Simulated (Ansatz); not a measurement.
Where the states of CuI lie

Space group F-43m (No. 216). a = 6.079 Å, b = 6.079 Å, c = 6.079 Å, α = 90.00°, β = 90.00°, γ = 90.00°
```csv
atom,site,symmetry,x,y,z
Cu,4a,-43m,0.0000,0.0000,0.0000
I,4d,-43m,0.2500,0.2500,0.7500
```

The runs use the primitive cell with vectors (0.000, 3.040, 3.040), (3.040, 0.000, 3.040), (3.040, 3.040, 0.000) Å, to which the k mesh refers.

The cell was built from the zincblende type and relaxed in the same program, and has space group F-43m; it needn't be a known or the stable phase.

No spin–orbit coupling, which matters for the heavy atoms here.

Level of theory: DFT, PBE, all-electron LAPW, scalar-relativistic (Ansatz 0.2.0).

Settings: a Γ-centred 12×12×12 k mesh, Fermi–Dirac smearing of 0.05 eV, basis error target 1 meV/atom, no spin polarisation.

(1) Which of the resolved shells contributes most in the top eV of the valence band?

(2) Where is the centre of the filled Cu 3d states between -13 eV and the top of the filled states?

(3) Tabulate the density of states.

## Answers

(1) Cu 3d, with 66 % of all states there; I 5p follows with 30 %.

(2) -1.81 eV from the valence-band top.

(3) States per eV and cell, averaged over 0.4 eV, from -5.8 to 4.4 eV, with energies (bin centres) from the valence-band top; empty bins are left out. The partial columns, the largest 4 alone, are projections on Löwdin-orthogonalised atomic shells (those that the program's projection atoms carry: the occupied ones and, for some elements, an empty d or f shell; other empty shells have no column), summed over atoms of an element. Weights on diffuse s and p shells depend on that basis and aren't pure angular character.
```tsv
E (eV)	total	Cu 3d	I 5p	Cu 4s	I 5s
-5.7	0.05	0.00	0.04	0.01	0.00
-5.3	3.41	0.12	2.49	0.74	0.03
-4.9	0.94	0.09	0.66	0.15	0.02
-4.5	1.23	0.18	0.97	0.06	0.01
-4.1	2.26	0.42	1.75	0.06	0.01
-3.7	7.10	2.10	4.92	0.02	0.00
-2.1	1.92	1.87	0.01	0.01	0.00
-1.7	12.33	11.96	0.16	0.06	0.04
-1.3	5.08	4.20	0.71	0.04	0.05
-0.9	3.78	2.63	1.03	0.03	0.02
-0.5	1.56	0.95	0.56	0.01	0.01
-0.1	0.33	0.19	0.14	0.00	0.00
1.5	0.03	0.00	0.00	0.02	0.01
1.9	0.07	0.00	0.01	0.05	0.01
2.3	0.43	0.00	0.07	0.24	0.04
2.7	0.79	0.01	0.13	0.40	0.06
3.1	2.10	0.03	0.34	0.78	0.07
3.5	1.63	0.02	0.27	0.62	0.03
3.9	1.01	0.01	0.14	0.29	0.01
4.3	0.83	0.01	0.06	0.12	0.00
```
